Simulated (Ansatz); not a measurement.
W:

```
CELL_PARAMETERS angstrom
0.00000 2.03000 2.03000
2.03000 0.00000 2.03000
2.03000 2.03000 0.00000
ATOMIC_POSITIONS crystal
W 0.00000 0.00000 0.00000
```

This isn't the form of W at room conditions, which is bcc.

Program: Ansatz 0.2.0. Alike in all runs: potentials or basis Ansatz PAW; cell as given. Hardware: 2 threads of Arm Neoverse V2, on a shared host.

Order these runs on this cell by their wall time, lowest first.
A. task band structure; level r2SCAN; spin off; k mesh 11 × 11 × 11; cutoff (eV) 500; smearing fermi-dirac 0.05 eV; points for each segment of the path 14
B. task band structure; level r2SCAN; spin SOC, no magnetisation; k mesh 8 × 8 × 8; cutoff (eV) 500; smearing fermi-dirac 0.05 eV; points for each segment of the path 14
C. task single point; level PBE; spin off; k mesh 11 × 11 × 11; cutoff (eV) 420; smearing gaussian 0.021 eV

C (0.43 s), A (2.3 s), B (10 s).
